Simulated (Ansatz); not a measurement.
The system is Si2Ni.

```
Ni Si
1.0
     0.00000    2.70300    2.70300
     2.70300    0.00000    2.70300
     2.70300    2.70300    0.00000
Ni Si
1 2
Direct
  0.00000 0.00000 0.00000
  0.75000 0.75000 0.75000
  0.25000 0.25000 0.25000
```

```yaml
Program: Ansatz 0.2.0
Task: relaxation of cell and atoms
Functional: RPBE
Dispersion: D3(BJ)
Potentials_or_basis: Ansatz PAW
Cutoff: "420 eV (not typed: the program's choice for these potentials)"
k_mesh: 9 × 9 × 9
Occupations: fermi-dirac, width 0.05 eV
Spin: collinear spin, ferromagnetic start
Starting_moments: "[1.0, 0.0, 0.0] μB"
```

At the start: volume 13.17 Å³/atom.

Question: How do energy, volume and symmetry change on relaxing?

Answer: It ends after 6 steps and the volume is 11.69 Å³/atom (-11.2 %); space group Fm-3m (No. 225, to 0.05 Å); moment 0.00 μB per cell.

The path:
| step | energy change (eV) | largest force (eV/Å) | volume (Å³) |
| --- | --- | --- | --- |
| 1 | 0.0000 | 0.0000 | 39.50 |
| 2 | -0.2213 | 0.0000 | 37.02 |
| 3 | -0.2803 | 0.0000 | 34.51 |
| 4 | -0.2857 | 0.0000 | 35.12 |
| 5 | -0.2858 | 0.0000 | 35.06 |
| 6 | -0.2846 | 0.0000 | 35.06 |

Final structure:
```
Ni Si
1.0
     0.00000    2.59764    2.59764
     2.59764    0.00000    2.59764
     2.59764    2.59764    0.00000
Ni Si
1 2
Direct
  0.00000 0.00000 0.00000
  0.75000 0.75000 0.75000
  0.25000 0.25000 0.25000
```

Caveat: the plane-wave basis is chosen anew once the cell has moved, so the energies of steps on either side of that aren't comparable; the volume moved by -11 % from the deposited cell, more than functionals usually miss; pairwise dispersion overbinds metals, which lowers pressure and volume; the PAW data sets come from PBE, with cores solved anew for the run's functional, which leaves a small shift of forces and pressure; the starting moments weren't kept.
